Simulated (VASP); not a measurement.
# Sn (Fd-3m) in VASP: a series of runs

One crystal, Sn, is run at these levels: PBE; tasks: relaxation of cell and atoms.

All numbers are computed with VASP 6.6.1; they aren't measurements. Logs are shortened: lines on timing, memory, paths and dates and some standing lists are left out, and cuts for length are marked.

### Step 1. The crystal as given

It takes space group Fd-3m (No. 227, cubic). The conventional cell has a = 6.467 Å, b = 6.467 Å, c = 6.467 Å, α = 90.00°, β = 90.00°, γ = 90.00°. Sn (site symmetry -43m) has 4 Sn at 2.80 Å as nearest neighbours.

This isn't the form of Sn at room conditions, which is tetragonal (white tin).

### Step 2. Relaxation of cell and atoms, PBE

Contents of INCAR:

```
PREC     = Accurate       # precision mode
ENCUT    = 520            # plane-wave cutoff, eV
EDIFF    = 1E-6           # SCF threshold, eV
ISMEAR   = 0              # smearing method
SIGMA    = 0.1            # smearing width, eV
LREAL    = F              # projectors in reciprocal space
LASPH    = T              # aspherical terms in the spheres
NELM     = 120            # most SCF steps
ALGO     = Normal         # electronic algorithm
ISIF     = 3              # what is computed and relaxed
LWAVE    = F              # write WAVECAR
LCHARG   = F              # write CHGCAR
GGA      = PE             # functional
IBRION   = 2              # ionic algorithm
NSW      = 90             # ionic steps
EDIFFG   = -0.01          # ionic threshold
```

Contents of KPOINTS:

```
Automatic mesh
0
Gamma
  12 12 12
```

Contents of POSCAR:

```
Sn
1.0
    0.0000000000      3.2333428000      3.2333428000
    3.2333428000      0.0000000000      3.2333428000
    3.2333428000      3.2333428000      0.0000000000
Sn
2
Direct
    0.5000000000      0.5000000000      0.5000000000
    0.7500000000      0.7500000000      0.7500000000
```

Potentials or basis: VASP PAW PBE potentials, release 64 (Sn_d).

Command:

```sh
> cat potpaw_PBE.64/Sn_d/POTCAR > POTCAR
> mpirun -np 1 vasp_std > vasp.out
```

OUTCAR:

```text
PREC = Accurate
   ENCUT = 520
   EDIFF = 1E-6
   ISMEAR = 0
   LREAL = F
   LASPH = T
   NELM = 120
   ISIF = 3
   GGA = PE
   IBRION = 2
   NSW = 90
   EDIFFG = -0.01

 ion  position               nearest neighbor table
   1  0.500  0.500  0.500-   2 2.80   2 2.80   2 2.80   2 2.80
   2  0.750  0.750  0.750-   1 2.80   1 2.80   1 2.80   1 2.80

  LATTYP: Found a face centered cubic cell.
 ALAT       =     6.4666856000

  Lattice vectors:

 A1 = (   0.0000000000,   3.2333428000,   3.2333428000)
 A2 = (   3.2333428000,   0.0000000000,   3.2333428000)
 A3 = (   3.2333428000,   3.2333428000,   0.0000000000)

Analysis of symmetry for initial positions (statically):
=====================================================================
 Subroutine PRICEL returns:
 Original cell was already a primitive cell.

 Routine SETGRP: Setting up the symmetry group for a
 face centered cubic supercell.

 Subroutine GETGRP returns: Found 48 space group operations
 (whereof 24 operations were pure point group operations)
 out of a pool of 48 trial point group operations.

The static configuration has the point symmetry T_d .
 The point group associated with its full space group is O_h .

Analysis of symmetry for dynamics (positions and initial velocities):
=====================================================================
 Subroutine PRICEL returns:
 Original cell was already a primitive cell.

 Routine SETGRP: Setting up the symmetry group for a
 face centered cubic supercell.

 Subroutine GETGRP returns: Found 48 space group operations
 (whereof 24 operations were pure point group operations)
 out of a pool of 48 trial point group operations.

The dynamic configuration has the point symmetry T_d .
 The point group associated with its full space group is O_h .

 Subroutine INISYM returns: Found 48 space group operations
 (whereof 24 operations are pure point group operations),
 and found     1 'primitive' translations

----------------------------------------------------------------------------------------

                                     Primitive cell

  volume of cell :      67.6060

  direct lattice vectors                    reciprocal lattice vectors
     0.000000000  3.233342800  3.233342800    -0.154638723  0.154638723  0.154638723
     3.233342800  0.000000000  3.233342800     0.154638723 -0.154638723  0.154638723
     3.233342800  3.233342800  0.000000000     0.154638723  0.154638723 -0.154638723

  length of vectors
     4.572637240  4.572637240  4.572637240     0.267842124  0.267842124  0.267842124

  position of ions in fractional coordinates (direct lattice)
     0.500000000  0.500000000  0.500000000
     0.750000000  0.750000000  0.750000000

  ion indices of the primitive-cell ions
   primitive index   ion index
                 1           1
                 2           2

----------------------------------------------------------------------------------------

 KPOINTS: Automatic mesh

Automatic generation of k-mesh.
 Grid dimensions read from file:
 generate k-points for:   12   12   12

 Generating k-lattice:

  Cartesian coordinates                     Fractional coordinates (reciprocal lattice)
    -0.012886560  0.012886560  0.012886560     0.083333333  0.000000000  0.000000000
     0.012886560 -0.012886560  0.012886560     0.000000000  0.083333333  0.000000000
     0.012886560  0.012886560 -0.012886560     0.000000000  0.000000000  0.083333333

  Length of vectors
     0.022320177  0.022320177  0.022320177

  Shift w.r.t. Gamma in fractional coordinates (k-lattice)
     0.000000000  0.000000000  0.000000000

 Subroutine IBZKPT returns following result:
 ===========================================

 Found     72 irreducible k-points:

 Following reciprocal coordinates:
            Coordinates               Weight
  0.000000  0.000000  0.000000      1.000000
  0.083333  0.000000  0.000000      8.000000
  0.166667  0.000000  0.000000      8.000000
  0.250000  0.000000  0.000000      8.000000
  0.333333  0.000000  0.000000      8.000000
  0.416667  0.000000  0.000000      8.000000
[... 16 lines left out ...]
  0.500000  0.166667  0.000000     24.000000
 -0.416667  0.166667  0.000000     24.000000
 [... further k-points ...]
   k-points           NKPTS =     72   k-points in BZ     NKDIM =     72   number of bands    NBANDS=     18
   number of dos      NEDOS =    301   number of ions     NIONS =      2
   total plane-waves  NPLWV =  46656
   dimension x,y,z NGX =    36 NGY =   36 NGZ =   36
   dimension x,y,z NGXF=    72 NGYF=   72 NGZF=   72
   ions per type =               2
   NGX,Y,Z   is equivalent  to a cutoff of  13.09, 13.09, 13.09 a.u.
   NGXF,Y,Z  is equivalent  to a cutoff of  26.18, 26.18, 26.18 a.u.
 SYSTEM =  unknown system
   PREC   = accura    normal or accurate (medium, high low for compatibility)
   ISTART =      0    job   : 0-new  1-cont  2-samecut
   ICHARG =      2    charge: 1-file 2-atom 10-const
   ISPIN  =      1    spin polarized calculation?
   LNONCOLLINEAR =      F non collinear calculations
   LSORBIT =      F    spin-orbit coupling
   LASPH  =      T    aspherical Exc in radial PAW
   ENCUT  =  520.0 eV  38.22 Ry    6.18 a.u.   8.50  8.50  8.50*2*pi/ulx,y,z
   NELM   =    120;   NELMIN=  2; NELMDL= -5     # of ELM steps
   EDIFF  = 0.1E-05   stopping-criterion for ELM
   LREAL  =      F    real-space projection
   EDIFFG = -.1E-01   stopping-criterion for IOM
   NSW    =     90    number of steps for IOM
   IBRION =      2    ionic relax: 0-MD 1-quasi-New 2-CG
   NFREE  =      1    steps in history (QN), initial steepest desc. (CG)
   ISIF   =      3    stress and relaxation
   ISYM   =      2    0-nonsym 1-usesym 2-fastsym
   POTIM  = 0.5000    time-step for ionic-motion
   TEBEG  =    0.0;   TEEND  =   0.0 temperature during run
   PSTRESS=    0.0 pullay stress
   NELECT =      28.0000    total number of electrons
   NUPDOWN=      -1.0000    fix difference up-down
   EMIN   =  10.00;   EMAX   =-10.00  energy-range for DOS
   EFERMI =   0.00;   METHOD = LEGACY
   ISMEAR =     0;   SIGMA  =   0.10  broadening in eV -4-tet -1-fermi 0-gaus
   EFERMI_NEDOS =   21; number of points for ismear=-14 and -15
   IALGO  =     38    algorithm
   IMIX   =      4    mixing-type and parameters
     AMIX     =   0.40;   BMIX     =  1.00
     AMIX_MAG =   1.60;   BMIX_MAG =  1.00
  volume/ion in A,a.u.               =      33.80       228.11
  Fermi-wavevector in a.u.,A,eV,Ry     =   1.220298  2.306028 20.260793  1.489126
  Thomas-Fermi vector in A             =   2.355520
   LORBIT       =      0    0 simple, 1 ext, 2 COOP (PROOUT), +10 PAW based schemes
   GGA     = PE    functional components
   LHFCALC =     F    Hartree Fock is set to
   AEXX    =    0.0000 exact exchange contribution
   IVDW    =     0    specifies the selected vdW correction
   LEPSILON=     F    determine dielectric tensor
   LRPA    =     F    only Hartree local field effects (RPA)
 conjugate gradient relaxation of ions
 non-spin polarized calculation
 Gauss-broadening in eV      SIGMA  =   0.10
  energy-cutoff  :      520.00
  volume of cell :       67.61
 maximum number of plane-waves:      1853
 NGX is ok and might be reduce to    36
   NGX = 17   NGY = 17   NGZ = 17

--------------------------------------- Ionic step        1  -------------------------------------------

 number of electron      28.0000008 magnetization

 Free energy of the ion-electron system (eV)
  ---------------------------------------------------
  ext. energy  EPLUGINS =         0.00000000
  ---------------------------------------------------
  free energy    TOTEN  =        -7.62711502 eV

  energy without entropy =       -7.62621699  energy(sigma->0) =       -7.62666600

 E-fermi :   5.7776     XC(G=0):  -8.9224

 val. band max:        5.7689422803   @ k =   0.5000   0.0000   0.0000
 cond. band min:       5.8127762101   @ k =   0.4167   0.0000   0.0000
 fundamental gap:      0.0438339299
 Fermi energy:         5.7776133641

 k-point     1 :       0.0000    0.0000    0.0000
  band No.  band energies     occupation
      1     -15.9516      2.00000
      2     -15.9516      2.00000
      3     -15.9516      2.00000
      4     -15.8905      2.00000
      5     -15.8905      2.00000
      6     -15.5727      2.00000
[... 10 lines left out ...]
     17       7.9164      0.00000
     18       7.9164      0.00000
[... 541 lines left out ...]
 POSITION                                       TOTAL-FORCE (eV/Angst)
 -----------------------------------------------------------------------------------
      3.35632      3.35632      3.35632         0.000000      0.000000      0.000000
      5.03447      5.03447      5.03447        -0.000000     -0.000000     -0.000000
 -----------------------------------------------------------------------------------
    total drift:                                0.000000      0.000000      0.000000

  FREE ENERGIE OF THE ION-ELECTRON SYSTEM (eV)
  ---------------------------------------------------
  free  energy   TOTEN  =        -7.6858588657 eV

  energy  without entropy=       -7.6845637034  energy(sigma->0) =       -7.68521128

--------------------------------------- Ionic step        3  -------------------------------------------

 number of electron      28.0000006 magnetization

 Free energy of the ion-electron system (eV)
  ---------------------------------------------------
  ext. energy  EPLUGINS =         0.00000000
  ---------------------------------------------------
  free energy    TOTEN  =        -7.69153495 eV

  energy without entropy =       -7.69023761  energy(sigma->0) =       -7.69088628

 E-fermi :   4.8619     XC(G=0):  -8.5554

 val. band max:        4.8465566140   @ k =   0.0833   0.0000   0.0000
 cond. band min:       4.9089876867   @ k =   0.3333   0.0000   0.0000
 fundamental gap:      0.0624310727
 Fermi energy:         4.8619169804

 k-point     1 :       0.0000    0.0000    0.0000
  band No.  band energies     occupation
      1     -16.6692      2.00000
      2     -16.6692      2.00000
      3     -16.6692      2.00000
      4     -16.6192      2.00000
      5     -16.6192      2.00000
      6     -16.3661      2.00000
[... 10 lines left out ...]
     17       7.0329      0.00000
     18       7.0329      0.00000
[... 505 lines left out ...]
 POSITION                                       TOTAL-FORCE (eV/Angst)
 -----------------------------------------------------------------------------------
      3.32612      3.32612      3.32612         0.000000      0.000000      0.000000
      4.98918      4.98918      4.98918        -0.000000     -0.000000     -0.000000
 -----------------------------------------------------------------------------------
    total drift:                                0.000000      0.000000      0.000000

  FREE ENERGIE OF THE ION-ELECTRON SYSTEM (eV)
  ---------------------------------------------------
  free  energy   TOTEN  =        -7.6915349510 eV

  energy  without entropy=       -7.6902376083  energy(sigma->0) =       -7.69088628

 reached required accuracy - stopping structural energy minimisation
```

Run time: 88 s. Hardware: 1 thread of Intel Xeon Platinum 8488C (Sapphire Rapids), shared host; peak memory 0.25 GiB.

Results:

- Free energy: -7.6915 eV
- Relaxed volume: 36.80 Å³/atom
- Relaxed cell: a = 4.704 Å, b = 4.704 Å, c = 4.704 Å, α = 60.00°, β = 60.00°, γ = 60.00°
- Space group after relaxing (to 0.05 Å): Fd-3m (No. 227)
- Energy gained by relaxing: 32.2 meV/atom
- Ionic steps: 3
- Pressure after relaxing: 0.0 GPa
- Band gap on the k mesh: none (metal or under the smearing width)

The path:
| step | energy change (eV) | largest force (eV/Å) | pressure (GPa) | volume (Å³) |
| --- | --- | --- | --- | --- |
| 1 | 0.0000 | 0.0000 | 3.74 | 67.61 |
| 2 | -0.0587 | 0.0000 | -0.89 | 75.62 |
| 3 | -0.0644 | 0.0000 | -0.01 | 73.59 |

Final structure:
```xyz
2
Lattice="0.0000 3.3261 3.3261 3.3261 0.0000 3.3261 3.3261 3.3261 0.0000" Properties=species:S:1:pos:R:3 pbc="T T T"
Sn    3.3261    3.3261    3.3261
Sn    4.9892    4.9892    4.9892
```

Levels at points of the mesh, in eV from the Fermi level:
| k point | band 12 | band 13 | band 14 | band 15 | band 16 | band 17 |
| --- | --- | --- | --- | --- | --- | --- |
| (0.00, 0.00, 0.00) | -1.12 | 0.11 | 0.11 | 0.11 | 2.17 | 2.17 |
| (0.50, 0.00, 0.00) | -6.01 | -0.99 | -0.99 | -0.12 | 3.22 | 3.22 |
| (0.50, 0.50, 0.00) | -7.25 | -2.21 | -2.21 | 0.92 | 0.92 | 7.28 |

PBE usually gives volumes a little too large and moduli too small. Zero-point motion and thermal expansion aren't in these numbers.

### Step 3. Relaxation of cell and atoms, PBE

This run uses another cell than the first one, of 36.80 Å³/atom, 1.089 times its volume.

INCAR: that of step 2 with these lines changed.

```diff
@@ -2,3 +2,3 @@
 ENCUT    = 520            # plane-wave cutoff, eV
-EDIFF    = 1E-6           # SCF threshold, eV
+EDIFF    = 1E-7           # SCF threshold, eV
 ISMEAR   = 0              # smearing method
@@ -14,3 +14,4 @@
 IBRION   = 2              # ionic algorithm
-NSW      = 90             # ionic steps
-EDIFFG   = -0.01          # ionic threshold
+NSW      = 60             # ionic steps
+EDIFFG   = -0.005         # ionic threshold
+POTIM    = 0.3            # step
```

KPOINTS is that of step 2.

Contents of POSCAR:

```
Sn                                      
1.0
    0.0000000000      3.3261186371      3.3261186371
    3.3261186371     -0.0000000000      3.3261186371
    3.3261186371      3.3261186371     -0.0000000000
  Sn            
     2
Direct
     0.5000000000000000    0.5000000000000000    0.5000000000000000
     0.7500000000000000    0.7500000000000000    0.7500000000000000
```

Potentials or basis: VASP PAW PBE potentials, release 64 (Sn_d).

Command:

```sh
> cat potpaw_PBE.64/Sn_d/POTCAR > POTCAR
> mpirun -np 1 vasp_std > vasp.out
```

It took 36 s on 1 thread of Intel Xeon Platinum 8488C (Sapphire Rapids), shared host; peak memory 0.24 GiB.

It converged, with:

- Free energy: -7.6932 eV
- Pressure after relaxing: 0.0 GPa
- Band gap on the k mesh: none (metal or under the smearing width)

Final structure:
```
Sn
1.0
     0.00000    3.32612    3.32612
     3.32612    0.00000    3.32612
     3.32612    3.32612    0.00000
Sn
2
Direct
  0.50000 0.50000 0.50000
  0.75000 0.75000 0.75000
```

Levels at points of the mesh, in eV from the Fermi level:
```tsv
k point	band 10	band 11	band 12	band 13	band 14	band 15	band 16	band 17	band 18
(0.00, 0.00, 0.00)	-21.23	-10.11	-1.12	0.11	0.11	0.11	2.17	2.17	2.17
(0.50, 0.00, 0.00)	-21.18	-8.63	-6.01	-0.99	-0.99	-0.12	3.22	3.22	5.71
(0.50, 0.50, 0.00)	-21.17	-7.25	-7.25	-2.21	-2.21	0.92	0.92	7.28	7.28
```

Caveat: the relaxation stopped at its first step, so nothing moved.
